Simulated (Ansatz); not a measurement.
**ZnF2 (P4_2/mnm): phonons**

Level of theory: LDA, PAW on Ansatz 0.2.0's default frozen-core files (fitted under PBE), scalar-relativistic.

The cell comes from a PAW relaxation under the same functional.

Command line:

```sh
ansatz run input.yaml --threads 2 --pin off --max-ram 6144MiB --backend cpu --events-out ev --progress --plain --runs-dir out
```

Input file:

```yaml
crystal:
  lattice:
    - [4.63066941471, 0.0, 0.0]
    - [0.0, 4.63066941471, 0.0]
    - [0.0, 0.0, 3.08797962835]
  atoms:
    - { symbol: Zn, position: [0.0, 0.0, 0.0] }
    - { symbol: Zn, position: [0.5, 0.5, 0.5] }
    - { symbol: F, position: [0.303274459148, 0.303274459148, 0.0] }
    - { symbol: F, position: [0.196725540852, 0.803274459148, 0.5] }
    - { symbol: F, position: [0.696725540852, 0.696725540852, 0.0] }
    - { symbol: F, position: [0.803274459148, 0.196725540852, 0.5] }
kpoints:
  mp_grid: { grid: [4, 4, 6] }
scf:
  occupations: { method: fixed }
hamiltonian:
  xc: lda
  pseudopotentials: { kind: paw }
phonons:
  supercell: [1, 1, 1]
```

Output (shortened where marked):

```
Warning: RAYON_NUM_THREADS=2 ignored (pool sized by the plan → 2); use --threads N
Engine: ansatz 0.2.0, aarch64-unknown-linux-gnu
Pseudopotentials: kind: paw
Pseudopotential: Zn, paw, valence charge 12, recommended cutoff 420 eV (normal), Zn.paw.azcp
Pseudopotential: F, paw, valence charge 7, recommended cutoff 420 eV (normal), F.paw.azcp
Functional definition: SPW92
  exchange = slater_x
  correlation = pw_c
Crystal: 6 atoms, lattice volume = 66.216 Å³
Basis set: ecut = 420 eV, 1259 PW (Γ)
Bands: 32, of which v1, the nominal top of the filled ones, is band 26 counted from 1 (25 counted from 0)
Symmetry: 16 space group operations
k-points: 24 of 96
Non-local potential: Zn, projectors of the file, l = 0: 2, l = 1: 2, l = 2: 3, l = 3: 1
Non-local potential: F, projectors of the file, l = 0: 2, l = 1: 2, l = 2: 1
PAW form: soft (Blöchl's): semilocal exchange-correlation on the pseudo side does not see the compensation charge
PAW frozen core: Zn, regenerated for the run's functional, and the local potential with it (the file was generated under x = pbe(κ = 0.804, μ = 0.2195149727645171), c = pbe(β = 0.06672455060314922))
[... 65 lines left out ...]
  E_local      = -5669.688719  (includes V_loc(G=0)·N_el)
  E_nonlocal   = 1558.120612
  E_hartree    = 2264.962702
  E_xc         = -578.328672
  E_vxc        = -505.344170  (∫ρ·V_xc dr)
  E_paw        = -4281.452315  (= ΣΔE_a)
  E_vpaw       = -1095.798366  (= ΣTr[D̂ρ^β])
  E_aug_tail   = 0.007484  (compensation charges beyond the density's cutoff)
  E_ewald      = -4051.444560
  E_core_change = 3.567290  (= ΣΔE_core)
  E_smearing   = -0.000000  (= −TS)
  E_closure    = 0.000000  (closes the sum)
  Σ components = -9670.277260   (vs F -9670.277260, Δ=0.00e0)
--- Forces (eV/Å), atoms counted from 1 ---
  atom   1  Zn     0.00000000    -0.00000000     0.00000000
  atom   2  Zn     0.00000000     0.00000000     0.00000000
  atom   3  F      0.00023305     0.00023305     0.00000000
  atom   4  F     -0.00023305     0.00023305     0.00000000
  atom   5  F     -0.00023305    -0.00023305     0.00000000
  atom   6  F      0.00023305    -0.00023305     0.00000000
  max |Σ_I F_I| component: 2.17e-19 eV/Å
--- Phonons: 3 displaced members + reference (amplitude 0.0025 Å, Σ member SCF iterations 22) ---
  symmetry images taken by strict's conditions (phonons.symmetry_images: auto; settled by no image being taken that strict refuses)
  ASR residual: 6.497e-4 → 0.000e0 eV/Å²; symmetrization residual: 2.333e-5 eV/Å²
  largest component of a force at the reference: 2.3e-4 eV/Å
  ASR residual per site (eV/Å²): 6.50e-4 6.50e-4 1.19e-4 1.19e-4 1.19e-4 1.19e-4
  Γ frequencies (cm⁻¹): 0.00 0.00 0.00 48.96 116.89 160.91 160.91 240.32 250.92 250.92 256.03 256.03 311.32 354.77 374.24 405.85 405.85 533.11
  density of states and harmonic sums: on the 13×13×20 q-mesh, interpolated from the force constants of a 1×1×1 supercell (no non-analytic term)
  largest difference from the sums on the solved wave vectors: F 3.63e-1 eV, S 6.22e-4 and C_V 2.58e-4 eV/K
```

The calculation finished and met its thresholds.

Zone-centre phonons:

Harmonic phonons of a crystal by Kohn-Sham DFT at the given cell, standard atomic masses, acoustic sum rule imposed; negative wavenumbers are unstable modes; optical zone-centre levels upwards with Mulliken labels, activity, and the element with most of the kinetic energy.

- Point group: 4/mmm

```
number  phonon wavenumber (cm⁻¹)  label  infrared  raman  lead element
     1                        49    B1g        no    yes             F
     2                     116.9    B1u        no     no            Zn
     3                     160.9     Eu       yes     no             F
     4                     240.3    A2g        no     no             F
     5                     250.9     Eu       yes     no            Zn
     6                       256     Eg        no    yes             F
     7                     311.3    A2u       yes     no             F
     8                     354.8    A1g        no    yes             F
     9                     374.2    B1u        no     no             F
    10                     405.8     Eu       yes     no             F
    11                     533.1    B2g        no    yes             F
```

Keep in mind: frozen-core PAW files fitted under PBE, their cores solved anew for the functional of the run; zone-boundary modes aren't tested; no LO-TO term at the zone centre.

It took 17 s on 2 threads of Arm Neoverse V1, on a shared host, peak memory 0.32 GiB.
